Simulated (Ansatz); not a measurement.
# TiTe2 in Ansatz: the effect of functional

The system is TiTe2.

```
Te Ti
1.0
     3.77700    0.00000    0.00000
    -1.88850    3.27098    0.00000
     0.00000    0.00000    6.49800
Te Ti
2 1
Direct
  0.33333 0.66667 0.73720
  0.66667 0.33333 0.26280
  0.00000 0.00000 0.00000
```

Alike in all runs:

| Item | Value |
| --- | --- |
| Program | Ansatz 0.2.0 |
| Potentials or basis | Ansatz PAW |
| k mesh | 5 × 5 × 3 |
| Occupations | fermi-dirac, width 0.05 eV |
| Spin | no spin polarisation |

| functional | cutoff | pressure (GPa) | largest force (eV/Å) |
| --- | --- | --- | --- |
| LDA | 420 eV (not typed: the program's choice for these potentials) | -4.1 | 0.35 |
| PBE | 420 eV (not typed: the program's choice for these potentials) | 0.9 | 0.02 |
| PBEsol | 420 eV (not typed: the program's choice for these potentials) | ? | ? |
| RPBE | 420 eV (not typed: the program's choice for these potentials) | 2.9 | 0.07 |
| revPBE | 420 eV (not typed: the program's choice for these potentials) | 2.4 | 0.04 |
| BLYP | 420 eV (not typed: the program's choice for these potentials) | 5.2 | 0.03 |
| r2SCAN | 500 eV (not typed: the program's choice for these potentials) | 1.0 | 0.20 |
| HSE06 | 420 eV (not typed: the program's choice for these potentials) | -0.4 | 0.31 |
| PBE0 | 420 eV (not typed: the program's choice for these potentials) | -0.5 | 0.33 |
| r2SCAN0 | 500 eV (not typed: the program's choice for these potentials) | -0.1 | 0.47 |

**Question.** What does the run with functional PBEsol give?

**Answer.** Pressure -2.3 GPa; largest force 0.17 eV/Å.

Caveats: all runs use coarse meshes; the PAW data sets come from PBE, with cores solved anew for the run's functional, which leaves a small shift of forces and pressure (some runs); this functional lacks dispersion, which binds the layers, so the pressure and a relaxed spacing across them are unreliable (some runs); the thresholds are loose for stress (some runs).
